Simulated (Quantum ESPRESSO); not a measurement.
# CsSnI3 under changes of volume

One of the cells (47.797 Å³/atom); the others are scaled copies at fixed shape and fractional positions:

```
Cs I Sn
1.0
     6.20570    0.00000    0.00000
     0.00000    6.20570    0.00000
     0.00000    0.00000    6.20570
Cs I Sn
1 3 1
Direct
  0.00000 0.00000 0.00000
  0.50000 0.50000 0.00000
  0.50000 0.00000 0.50000
  0.00000 0.50000 0.50000
  0.50000 0.50000 0.50000
```

```yaml
Program: Quantum ESPRESSO 7.5
Functional: PBEsol
Potentials_or_basis: GBRV 1.5 PBEsol
Cutoff: 925 eV
Density_cutoff: 7401 eV
k_mesh: 5 × 5 × 5
Occupations: fermi-dirac, width 0.05 eV
Spin: no spin polarisation
```

| volume (Å³/atom) | energy over the lowest point (meV/atom) | pressure (GPa) | gap on the mesh (eV) |
| --- | --- | --- | --- |
| 44.929 | 0.95 | 0.3 | 1.67 |
| 45.885 | 0.00 | -0.1 | 1.69 |
| 46.841 | 1.29 | -0.4 | 1.71 |
| 47.797 | 4.56 | -0.7 | 1.72 |
| 48.753 | 9.61 | -1.0 | 1.74 |
| 49.709 | ? | ? | ? |
| 50.665 | 24.24 | -1.5 | 1.78 |

Problem. What does the run at 49.709 Å³/atom give?

Solution. Energy over the lowest point 16.23 meV/atom; pressure -1.3 GPa; gap on the mesh 1.76 eV.

Worked out: A Birch-Murnaghan fit of order 3 (a polynomial in V^(-2/3)) to the other rows has its minimum at 45.79 Å³/atom with B0 = V·E''(V) = 18.1 GPa and B' = 4.6. It gives 16.23 meV/atom at 49.709 Å³/atom, against the run's 16.23, and -dE/dV = -1.2 GPa, against -1.3. A straight line through the other rows of the gap, of slope 0.891 eV per unit of ln V (its deformation potential), gives 1.76 eV, against the run's 1.76.

Energies are extrapolated to zero smearing.

Caveats: spin-orbit coupling is left out, which moves the levels of the heavy elements; an odd mesh through Γ misses points on the zone boundary, where band edges often lie; the cell was measured hot, at 500 K.
